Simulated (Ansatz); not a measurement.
A run of Ansatz 0.2.0 is set up as follows.

input.yaml

```yaml
crystal:
  lattice:
    - [5.196, 0.0, 0.0]
    - [-2.598, 4.4998679981, 0.0]
    - [0.0, 0.0, 2.911]
  atoms:
    - { symbol: Ta, position: [0.0, 0.0, 0.0] }
    - { symbol: Ta, position: [0.6666666667, 0.3333333333, 0.5] }
    - { symbol: Ta, position: [0.3333333333, 0.6666666667, 0.5] }
    - { symbol: "N", position: [0.0, 0.39285, 0.0] }
    - { symbol: "N", position: [0.60715, 0.60715, 0.0] }
    - { symbol: "N", position: [0.39285, 0.0, 0.0] }
hamiltonian:
  xc: lda
  pseudopotentials: { kind: paw_fr }
magnetization:
  noncollinear: true
  spin_orbit: true
kpoints:
  mp_grid: { grid: [5, 5, 7] }
  band_path:
    path:
      - [[0.0, 0.0, 0.0], [0.5, 0.0, 0.0], [0.3333333333, 0.3333333333, 0.0], [0.0, 0.0, 0.0], [0.0, 0.0, 0.5], [0.5, 0.0, 0.5], [0.3333333333, 0.3333333333, 0.5], [0.0, 0.0, 0.5]]
      - [[0.5, 0.0, 0.5], [0.5, 0.0, 0.0]]
      - [[0.3333333333, 0.3333333333, 0.0], [0.3333333333, 0.3333333333, 0.5]]
    npoints: 14
scf:
  occupations: { method: fermi_dirac, width: 0.05 }
  n_extra_bands: 15
output:
  forces: true
  stress: true
  eigenvalues: true
  fatbands: true
  write_density: true
  write_potential: true
  elf: true
  volumetric_format: npy
```

Potentials or basis: Ansatz PAW.

Command:

```sh
$ ansatz run input.yaml --threads 2 --pin off --max-ram 5632MiB --backend cpu --events-out ev --progress --plain --runs-dir out
```

(1) Predict the band gap on the k mesh.

(2) Predict the pressure.

Results:

(1) none (metal or under the smearing width).

(2) -10.4 GPa.

Caveat: the pressure holds a Pulay correction of +0.5 GPa for the finite cutoff; the PAW data sets come from PBE, with cores solved anew for the run's functional, which leaves a small shift of forces and pressure.
